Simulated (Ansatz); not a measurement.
**TiAl3: response to a shear that moves c along a**

How does TiAl3 answer a shear that moves c along a between +0 and +12 %? At each strain the cell is held and the atoms relax, within the symmetry that is left.

Program: Ansatz 0.2.0. Level of theory: DFT r2SCAN, scalar-relativistic, plane waves, PAW. These are calculated values, not measurements.

2 further runs of the same task are left out: 2 set aside as unsound or not needed.

### 1 The system as given

The structure is cubic, space group Pm-3m (No. 221). The conventional cell has a = 3.956 Å, b = 3.956 Å, c = 3.956 Å, α = 90.00°, β = 90.00°, γ = 90.00°. Ti (site symmetry m-3m) is surrounded by 12 Al at 2.80 Å. Around Al (site symmetry 4/mmm) lie 4 Ti at 2.80 Å and 8 Al at 2.80 Å.

Structure file:

```
CELL_PARAMETERS angstrom
3.95567 0.00000 0.00000
0.00000 3.95567 0.00000
0.00000 0.00000 3.95567
ATOMIC_POSITIONS crystal
Ti 0.00000 0.00000 0.00000
Al 0.50000 0.50000 0.00000
Al 0.50000 0.00000 0.50000
Al 0.00000 0.50000 0.50000
```

It goes back to an entry of the Materials Project, which need not be the stable form.

This cell was relaxed beforehand with the same method: volume 15.47 Å³/atom, gap on the mesh none (metal).

The unstrained cell comes from an earlier run at this level (4 atoms, E(σ→0) -4127.2520 eV, gap none (metal)).

### 2 At +2.0 %

input.yaml

```yaml
crystal:
  lattice:
    - [3.95567125, 0.0, 0.0]
    - [0.0, 3.95567125, 0.0]
    - [0.079113425, 0.0, 3.95567125]
  atoms:
    - { symbol: Ti, position: [0.0, 0.0, 0.0] }
    - { symbol: Al, position: [0.5, 0.5, 0.0] }
    - { symbol: Al, position: [0.5, 0.0, 0.5] }
    - { symbol: Al, position: [0.0, 0.5, 0.5] }
basis:
  ecutwfc: 500
kpoints:
  mp_grid: { grid: [14, 14, 14] }
hamiltonian:
  xc: r2scan
scf:
  occupations: { method: gaussian, width: 0.1 }
output:
  forces: true
  stress: true
  eigenvalues: true
```

Started as:

```bash
ansatz run input.yaml --threads 1 --pin off --max-ram 2560MiB --backend cpu --events-out ev --progress --plain --runs-dir out
```

Log, shortened:

```text
Warning: RAYON_NUM_THREADS=1 ignored (pool sized by the plan → 1); use --threads N
[...]
Pseudopotentials: kind: paw
Pseudopotential: Ti, paw, valence charge 12, recommended cutoff 500 eV (meta_gga), Ti.paw.azcp
Pseudopotential: Al, paw, valence charge 3, recommended cutoff 500 eV (meta_gga), Al.paw.azcp
Functional definition: r2SCAN
[...]
Crystal: 4 atoms, lattice volume = 61.896 Å³
Basis set: ecut = 500 eV, 1571 PW (Γ), exchange–correlation on 120×120×120 points (64 copies of the dense FFT grid, shifted against one another)
Bands: 15, of which v1, the nominal top of the filled ones, is band 11 counted from 1 (10 counted from 0)
Symmetry: 4 space group operations
Space group: P2/m (ITA 10), of the structure as read, at distance tolerance 4.0e-5 Å
k-points: 800 of 2744
[...]
SCF iter   1: F=—  HF=-4127.198087 eV  |F-HF|=—  |Δ(HF+E_count)|=         —  Δρ=9.60e-3  dr2=5.85e-2  dr2_τ=3.12e-2  ethr=1.77e-3  ⟨swp⟩=5.4  Hψ=69248  notcnv=0
[...]
SCF iter   7: F=-4127.250773 eV  HF=-4127.250773 eV  |F-HF|=6.48e-9  |Δ(HF+E_count)|=   1.70e-8  Δρ=5.21e-6  dr2=2.05e-8  dr2_τ=8.60e-10  ethr=4.76e-10  ⟨swp⟩=4.6  Hψ=41496  notcnv=0
the search or the solves at the SCF's close seem to have found levels that the self-consistency loop had missed (the run counts 4). By its estimate they hold under 1e-12 electrons; where the run keeps them, the occupations were computed again with them
[...]
SCF converged after 7 iterations
Free energy (F): -4127.250773 eV
[...]
E sigma→0 (E₀):  -4127.245358 eV
Entropy (-TS):   -0.010830 eV (-2.707 meV/atom)
Fermi energy:    10.531947 eV
[...]
--- Forces (eV/Å), atoms counted from 1 ---
  atom   1  Ti     0.00000000     0.00000000     0.00000000
  atom   2  Al     0.00000000     0.00000000     0.00000000
  atom   3  Al     0.00000000     0.00000000     0.00000000
  atom   4  Al    -0.00000000     0.00000000     0.00000000
[...]
--- Stress (GPa, compression-positive) ---
        0.104009       0.000000      -1.748283
        0.000000      -0.006798       0.000000
       -1.748283       0.000000       0.147870
  P = ⅓ Tr σ = 0.0817 GPa (0.817 kbar)
--- Band table (eV; the first three rows and the last of 800) ---
  k-point 0: bands = ["-48.8371", "-24.0946", "-24.0886", "-24.0818", "-0.9740", "7.3203", "7.3227", "8.0819", "8.1344", "8.1896", "10.6520", "10.6588", "10.6612", "11.1906", "15.0634"]
[...]
```

It took 2.5 min on 1 thread of Intel Xeon Platinum 8259CL at 2.50GHz (Skylake/Cascade Lake), shared host; peak memory 1.2 GiB.

The cell is held at each strain. Atoms start from the nearest strain of the same sign that is done. Symmetry fixes all atoms here, so a single point is enough.

### 3 Strain +4.0 %

input.yaml: that of step 2 with these lines changed.

```diff
@@ -4,3 +4,3 @@
     - [0.0, 3.95567125, 0.0]
-    - [0.079113425, 0.0, 3.95567125]
+    - [0.15822685, 0.0, 3.95567125]
   atoms:
```

Started as:

```bash
ansatz run input.yaml --threads 1 --pin off --max-ram 2560MiB --backend cpu --events-out ev --progress --plain --runs-dir out
```

Log, shortened:

```text
Warning: RAYON_NUM_THREADS=1 ignored (pool sized by the plan → 1); use --threads N
[...]
[... 4 set-up lines as earlier in the session ...]
[...]
Crystal: 4 atoms, lattice volume = 61.896 Å³
Basis set: ecut = 500 eV, 1569 PW (Γ), exchange–correlation on 120×120×120 points (64 copies of the dense FFT grid, shifted against one another)
Bands: 15, of which v1, the nominal top of the filled ones, is band 11 counted from 1 (10 counted from 0)
[... 2 set-up lines as earlier in the session ...]
k-points: 800 of 2744
[...]
SCF converged after 7 iterations
Free energy (F): -4127.230305 eV
[...]
E sigma→0 (E₀):  -4127.224684 eV
Entropy (-TS):   -0.011242 eV (-2.810 meV/atom)
Fermi energy:    10.528368 eV
[...]
--- Forces (eV/Å), atoms counted from 1 ---
  atom   1  Ti    -0.00000000     0.00000000     0.00000000
  atom   2  Al     0.00000000     0.00000000     0.00000000
  atom   3  Al     0.00000000     0.00000000     0.00000000
  atom   4  Al     0.00000000     0.00000000     0.00000000
[...]
--- Stress (GPa, compression-positive) ---
        0.307506       0.000000      -3.548580
        0.000000      -0.095783       0.000000
       -3.548580       0.000000       0.487570
  P = ⅓ Tr σ = 0.2331 GPa (2.331 kbar)
--- Band table (eV; the first three rows and the last of 800) ---
  k-point 0: bands = ["-48.8388", "-24.1032", "-24.0916", "-24.0761", "-0.9740", "7.3182", "7.3280", "8.0322", "8.1345", "8.2480", "10.6275", "10.6561", "10.6614", "11.2085", "15.0611"]
[...]
```

Wall time 2.5 min (1 thread of Intel Xeon Platinum 8259CL at 2.50GHz (Skylake/Cascade Lake), shared host); peak memory 1.1 GiB.

### 4 Strain +6.0 %

input.yaml: that of step 3 with these lines changed.

```diff
@@ -4,3 +4,3 @@
     - [0.0, 3.95567125, 0.0]
-    - [0.15822685, 0.0, 3.95567125]
+    - [0.237340275, 0.0, 3.95567125]
   atoms:
```

Started as:

```bash
ansatz run input.yaml --threads 1 --pin off --max-ram 2560MiB --backend cpu --events-out ev --progress --plain --runs-dir out
```

Log, shortened:

```text
Warning: RAYON_NUM_THREADS=1 ignored (pool sized by the plan → 1); use --threads N
[...]
[... 4 set-up lines as earlier in the session ...]
[...]
Crystal: 4 atoms, lattice volume = 61.896 Å³
Basis set: ecut = 500 eV, 1569 PW (Γ), exchange–correlation on 120×120×120 points (64 copies of the dense FFT grid, shifted against one another)
Bands: 15, of which v1, the nominal top of the filled ones, is band 11 counted from 1 (10 counted from 0)
[... 2 set-up lines as earlier in the session ...]
k-points: 800 of 2744
[...]
SCF converged after 7 iterations
Free energy (F): -4127.196103 eV
[...]
E sigma→0 (E₀):  -4127.190108 eV
Entropy (-TS):   -0.011989 eV (-2.997 meV/atom)
Fermi energy:    10.522543 eV
[...]
--- Forces (eV/Å), atoms counted from 1 ---
  atom   1  Ti     0.00000000     0.00000000     0.00000000
  atom   2  Al     0.00000000     0.00000000    -0.00000000
  atom   3  Al     0.00000000     0.00000000     0.00000000
  atom   4  Al     0.00000000     0.00000000     0.00000000
[...]
--- Stress (GPa, compression-positive) ---
        0.634613       0.000000      -5.290649
        0.000000      -0.212878       0.000000
       -5.290648       0.000000       1.043914
  P = ⅓ Tr σ = 0.4885 GPa (4.885 kbar)
--- Band table (eV; the first three rows and the last of 800) ---
  k-point 0: bands = ["-48.8419", "-24.1124", "-24.0974", "-24.0716", "-0.9742", "7.3143", "7.3370", "7.9852", "8.1347", "8.3094", "10.5895", "10.6524", "10.6611", "11.2355", "15.0567"]
[...]
```

Wall time 2.3 min (1 thread of Intel Xeon Platinum 8259CL at 2.50GHz (Skylake/Cascade Lake), shared host); peak memory 1.1 GiB.

### 5 At +8.0 %

input.yaml: that of step 4 with these lines changed.

```diff
@@ -4,3 +4,3 @@
     - [0.0, 3.95567125, 0.0]
-    - [0.237340275, 0.0, 3.95567125]
+    - [0.3164537, 0.0, 3.95567125]
   atoms:
@@ -22 +22,5 @@
   eigenvalues: true
+  write_density: true
+  write_potential: true
+  elf: true
+  volumetric_format: npy
```

Started as:

```bash
ansatz run input.yaml --threads 1 --pin off --max-ram 2560MiB --backend cpu --events-out ev --progress --plain --runs-dir out
```

Log:

```text
Warning: RAYON_NUM_THREADS=1 ignored (pool sized by the plan → 1); use --threads N
Engine: ansatz 0.2.0, x86_64-unknown-linux-gnu
[... 4 set-up lines as earlier in the session ...]
  parameter k0 = 0.174
  parameter k1 = 0.065
  parameter a1 = 4.9479
  exchange = r2scan_x(k0 = k0, k1 = k1, a1 = a1)
  correlation = r2scan_c
Crystal: 4 atoms, lattice volume = 61.896 Å³
Basis set: ecut = 500 eV, 1553 PW (Γ), exchange–correlation on 120×120×120 points (64 copies of the dense FFT grid, shifted against one another)
Bands: 15, of which v1, the nominal top of the filled ones, is band 11 counted from 1 (10 counted from 0)
[... 2 set-up lines as earlier in the session ...]
k-points: 800 of 2744
Non-local potential: Ti, projectors of the file, l = 0: 3, l = 1: 2, l = 2: 3, l = 3: 1
Non-local potential: Al, projectors of the file, l = 0: 2, l = 1: 2, l = 2: 1
PAW form: soft (Blöchl's): semilocal exchange-correlation on the pseudo side does not see the compensation charge
PAW frozen core: Ti, regenerated for the run's functional (the file was generated under x = pbe(κ = 0.804, μ = 0.2195149727645171), c = pbe(β = 0.06672455060314922))
PAW frozen core: Al, regenerated for the run's functional (the file was generated under x = pbe(κ = 0.804, μ = 0.2195149727645171), c = pbe(β = 0.06672455060314922))
PAW one-centre angular grid: Ti, 590 points (default); XC on 160 Gauss nodes
PAW one-centre angular grid: Al, 302 points (default); XC on 160 Gauss nodes
Initial density: superposition of atomic densities (neutral atoms: chi_scale 0, normalization atom), corrected by the library's trained network
Initial wavefunctions: pseudopotential atomic-orbital guess
Functional: x = r2scan, c = r2scan; τ floored in thin density (d = 2e-4 eV/Å³)
SCF iter   1: F=—  HF=-4127.096900 eV  |F-HF|=—  |Δ(HF+E_count)|=         —  Δρ=9.92e-3  dr2=6.50e-2  dr2_τ=3.17e-2  ethr=1.77e-3  ⟨swp⟩=5.4  Hψ=69295  notcnv=0
preconditioner: auto → Kerker (q_TF=auto, 2.279 Å⁻¹)  [metal: Δε(μ)=0.002 eV  Ē_g=5.971 eV  σ=0.100 eV  W_gap=0.01  n_scr=16 (ndim 8)  ℏωp=17.0 eV  f_vac=0.000  D(μ)=2.45/eV (n_scr^D=18)]
SCF iter   2: F=—  HF=-4127.150621 eV  |F-HF|=—  |Δ(HF+E_count)|=   5.37e-2  Δρ=4.80e-3  dr2=2.13e-2  dr2_τ=2.24e-3  ethr=3.09e-4  ⟨swp⟩=2.0  Hψ=29512  notcnv=0  defer=100
SCF iter   3: F=—  HF=-4127.148976 eV  |F-HF|=—  |Δ(HF+E_count)|=   1.65e-3  Δρ=2.34e-3  dr2=3.16e-3  dr2_τ=6.82e-5  ethr=1.02e-4  ⟨swp⟩=2.0  Hψ=17005  notcnv=0  defer=100
SCF iter   4: F=—  HF=-4127.148747 eV  |F-HF|=—  |Δ(HF+E_count)|=   2.29e-4  Δρ=3.07e-4  dr2=4.47e-5  dr2_τ=4.51e-6  ethr=1.51e-5  ⟨swp⟩=2.4  Hψ=19643  notcnv=0  defer=100
SCF iter   5: F=—  HF=-4127.148785 eV  |F-HF|=—  |Δ(HF+E_count)|=   3.77e-5  Δρ=1.12e-4  dr2=9.62e-6  dr2_τ=3.41e-7  ethr=2.13e-7  ⟨swp⟩=2.0  Hψ=17226  notcnv=0  defer=100
SCF iter   6: F=—  HF=-4127.148784 eV  |F-HF|=—  |Δ(HF+E_count)|=   7.13e-7  Δρ=2.03e-5  dr2=4.63e-7  dr2_τ=1.09e-8  ethr=4.58e-8  ⟨swp⟩=2.3  Hψ=16583  notcnv=0  defer=100
SCF iter   7: F=-4127.148784 eV  HF=-4127.148784 eV  |F-HF|=3.54e-9  |Δ(HF+E_count)|=   5.47e-9  Δρ=5.21e-6  dr2=2.01e-8  dr2_τ=8.26e-10  ethr=4.76e-10  ⟨swp⟩=7.9  Hψ=65916  notcnv=0
the search or the solves at the SCF's close seem to have found levels that the self-consistency loop had missed (the run counts 1). By its estimate they hold under 1e-12 electrons; where the run keeps them, the occupations were computed again with them
SCF 1 converged in 7 iterations: F = -4127.148784 eV  dr2 = 2.01e-8
SCF converged after 7 iterations
Free energy (F): -4127.148784 eV
Harris-Foulkes:  -4127.148784 eV  (|F-HF|=3.54e-9)
Internal energy: -4127.136363 eV  (E = F + TS)
E sigma→0 (E₀):  -4127.142574 eV
Entropy (-TS):   -0.012420 eV (-3.105 meV/atom)
Fermi energy:    10.515305 eV
--- Per-component energies (eV) ---
  E_band       = -162.024929
  E_kinetic    = 346.849617
  E_local      = -1181.427636  (includes V_loc(G=0)·N_el)
  E_nonlocal   = 38.206583
  E_hartree    = 521.454126
  E_xc         = -205.129878
  E_vxc        = -228.933323  (∫ρ·V_xc dr)
  E_paw        = -2477.644418  (= ΣΔE_a)
  E_vpaw       = -192.425484  (= ΣTr[D̂ρ^β])
  E_aug_tail   = 0.000089  (compensation charges beyond the density's cutoff)
  E_vtau       = 12.800882  (kinetic-family band-sum trace: ∫τ·v_τ [+ j·A + Jᵃ·Aᵃ] dr)
  E_ewald      = -1169.011065
  E_core_change = -0.433781  (= ΣΔE_core)
  E_smearing   = -0.012420  (= −TS)
  E_closure    = -0.000000  (closes the sum)
  Σ components = -4127.148784   (vs F -4127.148784, Δ=0.00e0)
--- Forces (eV/Å), atoms counted from 1 ---
  atom   1  Ti    -0.00000000     0.00000000     0.00000000
  atom   2  Al     0.00000000     0.00000000     0.00000000
  atom   3  Al     0.00000000     0.00000000     0.00000000
  atom   4  Al     0.00000000     0.00000000     0.00000000
  max |Σ_I F_I| component: 1.97e-31 eV/Å
--- Stress (GPa, compression-positive) ---
        1.084377       0.000000      -6.943094
        0.000000      -0.356912      -0.000000
       -6.943093      -0.000000       1.809414
  P = ⅓ Tr σ = 0.8456 GPa (8.456 kbar)
--- Band table (eV; the first three rows and the last of 800) ---
  k-point 0: bands = ["-48.8468", "-24.1218", "-24.1064", "-24.0691", "-0.9746", "7.3086", "7.3496", "7.9408", "8.1350", "8.3738", "10.5406", "10.6473", "10.6602", "11.2692", "15.0495"]
  k-point 1: bands = ["-48.8467", "-24.1224", "-24.1064", "-24.0696", "-0.9220", "6.7808", "7.3653", "8.1337", "8.1522", "8.5166", "10.5582", "10.6614", "10.6690", "11.5050", "14.8203"]
  k-point 2: bands = ["-48.8466", "-24.1240", "-24.1062", "-24.0708", "-0.7649", "5.8987", "7.4587", "8.1289", "8.1894", "8.9086", "10.5987", "10.6852", "10.7163", "12.0594", "14.3230"]
  k-point 799: bands = ["-48.8443", "-24.1394", "-24.1229", "-24.0838", "4.6815", "5.0994", "5.1100", "5.5790", "6.2971", "6.6765", "7.0523", "10.7638", "11.9438", "11.9718", "13.2046"]
```

It took 2.1 min on 1 thread of Intel Xeon Platinum 8259CL at 2.50GHz (Skylake/Cascade Lake), shared host; peak memory 1.1 GiB.

Density in a lattice plane of the grid's cell (edges 3.96 and 3.97 Å, at 0.000 of the third edge), which holds Ti and Al.

Values in e/Å³, 12 rows by 12 columns:
```
 8.05  6.14  2.02  0.32  0.18  0.17  0.16  0.16  0.16  0.24  1.52  5.47
 2.64  2.01  0.75  0.28  0.22  0.20  0.19  0.18  0.17  0.19  0.46  1.51
 0.30  0.31  0.28  0.25  0.25  0.24  0.22  0.21  0.20  0.18  0.19  0.24
 0.16  0.18  0.22  0.25  0.24  0.18  0.15  0.18  0.21  0.20  0.17  0.16
 0.15  0.17  0.20  0.24  0.18  0.09  0.07  0.10  0.18  0.21  0.18  0.16
 0.15  0.16  0.20  0.22  0.15  0.07  0.06  0.07  0.15  0.22  0.20  0.16
 0.15  0.16  0.18  0.21  0.18  0.10  0.07  0.09  0.18  0.24  0.20  0.17
 0.16  0.16  0.17  0.20  0.21  0.18  0.15  0.18  0.24  0.25  0.22  0.18
 0.30  0.24  0.19  0.18  0.20  0.21  0.22  0.24  0.25  0.25  0.28  0.31
 2.64  1.51  0.46  0.19  0.17  0.18  0.19  0.20  0.22  0.28  0.75  2.01
 8.05  5.47  1.52  0.24  0.16  0.16  0.16  0.17  0.18  0.32  2.02  6.14
10.20  8.07  2.67  0.31  0.16  0.15  0.15  0.15  0.16  0.31  2.67  8.07
```
Columns run along the first of these edges and rows up along the second, over one cell in 12 and 12 even steps from the bottom left corner. Atoms in the plane (fractional): Ti at (0.00, 0.00), Al at (0.50, 0.50).

ELF in the same plane.

Values, 12 rows by 12 columns:
```
0.33 0.55 0.51 0.10 0.19 0.40 0.48 0.39 0.18 0.07 0.45 0.59
0.50 0.51 0.32 0.18 0.39 0.55 0.58 0.52 0.34 0.13 0.20 0.45
0.07 0.10 0.18 0.40 0.59 0.62 0.61 0.57 0.50 0.33 0.13 0.07
0.12 0.19 0.39 0.59 0.54 0.30 0.20 0.30 0.48 0.50 0.34 0.18
0.33 0.40 0.55 0.62 0.30 0.03 0.05 0.04 0.30 0.57 0.52 0.39
0.42 0.48 0.58 0.60 0.20 0.05 0.14 0.05 0.20 0.60 0.58 0.48
0.33 0.39 0.52 0.57 0.30 0.04 0.05 0.03 0.30 0.62 0.55 0.40
0.12 0.18 0.34 0.50 0.48 0.30 0.20 0.30 0.54 0.59 0.39 0.19
0.07 0.07 0.13 0.33 0.50 0.57 0.61 0.62 0.59 0.40 0.18 0.10
0.50 0.45 0.20 0.13 0.34 0.52 0.58 0.55 0.39 0.18 0.32 0.51
0.33 0.59 0.45 0.07 0.18 0.39 0.48 0.40 0.19 0.10 0.51 0.55
0.00 0.33 0.50 0.08 0.11 0.32 0.42 0.32 0.11 0.08 0.50 0.33
```
Columns run along the first of these edges and rows up along the second, over one cell in 12 and 12 even steps from the bottom left corner. Atoms in the plane (fractional): Ti at (0.00, 0.00), Al at (0.50, 0.50).

Both are smooth fields of the valence electrons: close to the nuclei they are not physical.

Outside the cores ELF peaks at 0.75 on the Al–Al line, 1.4 Å from Al; 0.70 beside Al, off the lines to its neighbours, 1.1 Å from Al.

### 6 The cell strained by +12.0 %

input.yaml: that of step 5 with these lines changed.

```diff
@@ -4,3 +4,3 @@
     - [0.0, 3.95567125, 0.0]
-    - [0.3164537, 0.0, 3.95567125]
+    - [0.47468055, 0.0, 3.95567125]
   atoms:
@@ -22,5 +22 @@
   eigenvalues: true
-  write_density: true
-  write_potential: true
-  elf: true
-  volumetric_format: npy
```

Started as:

```bash
ansatz run input.yaml --threads 1 --pin off --max-ram 2560MiB --backend cpu --events-out ev --progress --plain --runs-dir out
```

Log, shortened:

```text
Warning: RAYON_NUM_THREADS=1 ignored (pool sized by the plan → 1); use --threads N
[...]
[... 4 set-up lines as earlier in the session ...]
[...]
Crystal: 4 atoms, lattice volume = 61.896 Å³
Basis set: ecut = 500 eV, 1555 PW (Γ), exchange–correlation on 120×120×120 points (64 copies of the dense FFT grid, shifted against one another)
Bands: 15, of which v1, the nominal top of the filled ones, is band 11 counted from 1 (10 counted from 0)
[... 2 set-up lines as earlier in the session ...]
k-points: 800 of 2744
[...]
SCF converged after 7 iterations
Free energy (F): -4127.016242 eV
[...]
E sigma→0 (E₀):  -4127.010770 eV
Entropy (-TS):   -0.010945 eV (-2.736 meV/atom)
Fermi energy:    10.489129 eV
[...]
--- Forces (eV/Å), atoms counted from 1 ---
  atom   1  Ti     0.00000000     0.00000000     0.00000000
  atom   2  Al     0.00000000     0.00000000     0.00000000
  atom   3  Al     0.00000000     0.00000000     0.00000000
  atom   4  Al     0.00000000     0.00000000     0.00000000
[...]
--- Stress (GPa, compression-positive) ---
        2.390976       0.000000     -10.281507
        0.000000      -0.855270      -0.000000
      -10.281507      -0.000000       4.050845
  P = ⅓ Tr σ = 1.8622 GPa (18.622 kbar)
--- Band table (eV; the first three rows and the last of 800) ---
  k-point 0: bands = ["-48.8678", "-24.1515", "-24.1375", "-24.0747", "-0.9751", "7.2914", "7.3830", "7.8597", "8.1360", "8.5133", "10.4153", "10.6282", "10.6538", "11.3491", "15.0243"]
[...]
```

It took 1.7 min on 1 thread of Intel Xeon Platinum 8259CL at 2.50GHz (Skylake/Cascade Lake), shared host; peak memory 1.1 GiB.

### 7 The series

| strain (%) | ΔE (meV/atom) | a (Å) | b (Å) | c (Å) | σxx | σyy | σzz | σyz | σxz | σxy |
| --- | --- | --- | --- | --- | --- | --- | --- | --- | --- | --- |
| +0.0 | 0.0 | 3.956 | 3.956 | 3.956 | 0.03 | 0.03 | 0.03 | 0.00 | 0.00 | 0.00 |
| +2.0 | 1.7 | 3.956 | 3.956 | 3.956 | 0.10 | -0.01 | 0.15 | 0.00 | -1.75 | 0.00 |
| +4.0 | 6.8 | 3.956 | 3.956 | 3.959 | 0.31 | -0.10 | 0.49 | 0.00 | -3.55 | 0.00 |
| +6.0 | 15.5 | 3.956 | 3.956 | 3.963 | 0.63 | -0.21 | 1.04 | 0.00 | -5.29 | 0.00 |
| +8.0 | 27.4 | 3.956 | 3.956 | 3.968 | 1.08 | -0.36 | 1.81 | 0.00 | -6.94 | 0.00 |
| +12.0 | 60.3 | 3.956 | 3.956 | 3.984 | 2.39 | -0.86 | 4.05 | 0.00 | -10.28 | 0.00 |

ΔE is over the unstrained cell. Stress in GPa, positive in compression, on the Cartesian axes of the input. 

### 8 What came out

| quantity | value |
| --- | --- |
| largest energy cost | 60.3 meV/atom at +12.0 % |
| (1/V) d²E/dε², parabola through all points | 84 GPa |

What this shows: A parabola through all points has a curvature of 84 GPa, a rough value of the shear constant of this plane and direction.
